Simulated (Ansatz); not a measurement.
**Structural energy differences of selenium**

These are results of DFT, PBE, plane waves (420 eV) with PAW, scalar-relativistic in Ansatz 0.2.0, not measurements.

Each structure is relaxed within its own symmetry, so a high-lying one may be dynamically unstable. No dispersion correction is added.

```tsv
structure	ΔE (meV/atom)	V (Å³/atom)	cell	magnetic state
trigonal (grey) selenium	0	29.76	a = 4.520 Å, c = 5.045 Å (c/a = 1.116)	spin not included
rhombohedral Se6	21	32.98	a = 11.053 Å, c = 5.610 Å (c/a = 0.508)	spin not included
simple cubic	182	22.68	a = 2.831 Å	spin not included
diamond	509	31.77	a = 6.334 Å	spin not included
bcc	591	20.34	a = 3.439 Å	spin not included
omega (AlB2-type)	609	21.25	a = 4.699 Å, c = 3.334 Å (c/a = 0.709)	spin not included
fcc	730	20.44	a = 4.341 Å	spin not included
A15	763	20.85	a = 5.505 Å	spin not included
```

ΔE counts from trigonal (grey) selenium.

Differences under about 8 meV lie within the error of the k-point mesh.
